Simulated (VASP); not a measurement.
**NaH: relaxation of cell and atoms with PBE+D3(BJ)**

Crystal: NaH.

```
Na H
1.0
     0.00000    2.41604    2.41604
     2.41604    0.00000    2.41604
     2.41604    2.41604    0.00000
Na H
1 1
Direct
  0.00000 0.00000 0.00000
  0.50000 0.50000 0.50000
```

```yaml
Program: VASP 6.6.1
Task: relaxation of cell and atoms
Functional: PBE
Dispersion: D3(BJ)
Potentials_or_basis: VASP PAW PBE potentials, release 64 (Na_pv, H)
Cutoff: 600 eV
k_mesh: 8 × 8 × 8
Occupations: gaussian, width 0.02 eV
Spin: no spin polarisation
Dipole_correction: no
Further_INCAR_settings: ALGO = Fast; EDIFF = 1e-06; IBRION = 2; EDIFFG = -0.005; NSW = 70; ISIF = 3
```

```yaml
Relaxed_volume: 13.11 Å³/atom
Relaxed_cell: a = 3.334 Å, b = 3.334 Å, c = 3.334 Å, α = 60.00°, β = 60.00°, γ = 60.00°
Space_group_after_relaxing_to_0.05_Å: Fm-3m (No. 225)
Energy_gained_by_relaxing: 5.2 meV/atom
Ionic_steps: 4
Pressure_after_relaxing: 0.1 GPa
Band_gap_on_the_k_mesh: 3.89 eV, indirect (least direct gap 4.78 eV)
Dispersion_energy_per_atom: -0.155 eV
```

Step by step:
```
step  energy change (eV)  largest force (eV/Å)  pressure (GPa)  volume (Å³)
   1              0.0000                0.0000           -1.61        28.21
   2             -0.0051                0.0000           -1.30        27.63
   3             -0.0101                0.0000            0.26        25.95
   4             -0.0104                0.0000            0.06        26.21
```

Final structure:
```yaml
crystal:
  lattice:
    - [0.00000, 2.35768, 2.35768]
    - [2.35768, 0.00000, 2.35768]
    - [2.35768, 2.35768, 0.00000]
  atoms:
    - { symbol: Na, position: [0.00000, 0.00000, 0.00000] }
    - { symbol: H, position: [0.50000, 0.50000, 0.50000] }
```

Levels at points of the mesh, in eV from the valence-band top:
```
           k point  band 2  band 3  band 4  band 5  band 6  band 7
(0.00, 0.00, 0.00)  -21.98  -21.98   -3.83   11.08   16.16   16.16
(0.50, 0.00, 0.00)  -21.99  -21.99   -0.89    3.89   11.30   13.85
(0.50, 0.50, 0.00)  -22.02  -22.02   -0.19    4.79   10.31   11.14
```

It took 11 s on 1 thread of Intel(R) Xeon(R) 6975P-C (Granite Rapids) (shared host), peak memory 0.16 GiB.

A k mesh can miss the band edges.
